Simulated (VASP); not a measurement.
GeSe:

```
Ge Se
1.0
    10.79000    0.00000    0.00000
     0.00000    3.82000    0.00000
     0.00000    0.00000    4.38000
Ge Se
4 4
Cartesian
  1.3056 2.8650 3.9157
  6.7006 2.8650 2.6543
  4.0894 0.9550 1.7257
  9.4844 0.9550 0.4643
  9.1931 2.8650 2.1769
  3.7981 2.8650 0.0131
  6.9919 0.9550 4.3669
  1.5969 0.9550 2.2031
```

```yaml
Program: VASP 6.6.1
Task: relaxation of cell and atoms
Functional: LDA
Potentials_or_basis: VASP PAW LDA potentials, release 64 (Ge_d, Se)
Cutoff: 600 eV
k_mesh: 4 × 8 × 6
Occupations: gaussian, width 0.03 eV
Spin: no spin polarisation
```

At the start: pressure -1.5 GPa; volume 22.57 Å³/atom.

**Question.** Where does the relaxation end?

**Answer.** Over 29 steps the energy falls by 8.9 meV/atom and the volume is 21.37 Å³/atom (-5.3 %); space group Pnma (No. 62, to 0.05 Å).

Step by step:
```csv
step,energy change (eV),largest force (eV/Å),pressure (GPa),volume (Å³)
1,0.0000,0.1700,-1.54,180.53
2,-0.0303,0.2155,0.38,174.93
3,-0.0307,0.2024,0.16,175.52
4,-0.0447,0.1413,-0.05,174.73
5,-0.0580,0.1259,-0.27,172.77
6,-0.0669,0.0779,-0.20,171.45
7,-0.0680,0.0445,-0.01,170.33
8,-0.0682,0.0495,0.09,170.53
9,-0.0680,0.0631,0.02,170.99
10,-0.0683,0.0541,0.01,170.70
11,-0.0683,0.0528,0.06,170.66
12,-0.0691,0.0365,0.01,170.90
13,-0.0698,0.0126,-0.07,171.36
14,-0.0702,0.0252,0.02,171.23
15,-0.0702,0.0294,0.08,171.18
16,-0.0704,0.0242,-0.05,171.38
17,-0.0705,0.0215,-0.10,171.49
18,-0.0706,0.0184,-0.10,171.45
19,-0.0709,0.0191,-0.09,171.36
20,-0.0709,0.0218,-0.06,171.34
21,-0.0710,0.0233,-0.02,171.19
22,-0.0711,0.0243,0.04,171.08
23,-0.0711,0.0266,0.10,170.85
24,-0.0711,0.0258,0.05,170.96
25,-0.0711,0.0257,0.13,170.91
26,-0.0711,0.0260,0.05,170.94
27,-0.0711,0.0256,0.09,170.93
28,-0.0712,0.0210,0.07,170.93
29,-0.0714,0.0079,0.02,170.96
```

Final structure:
```
Ge Se
1.0
    10.60703    0.00000    0.00000
     0.00000    3.83187    0.00000
     0.00000    0.00000    4.20616
Ge Se
4 4
Cartesian
  1.2549 2.8739 3.7700
  6.5585 2.8739 2.5393
  4.0486 0.9580 1.6669
  9.3521 0.9580 0.4362
  9.0822 2.8739 2.1303
  3.7787 2.8739 4.1789
  6.8284 0.9580 0.0272
  1.5248 0.9580 2.0759
```
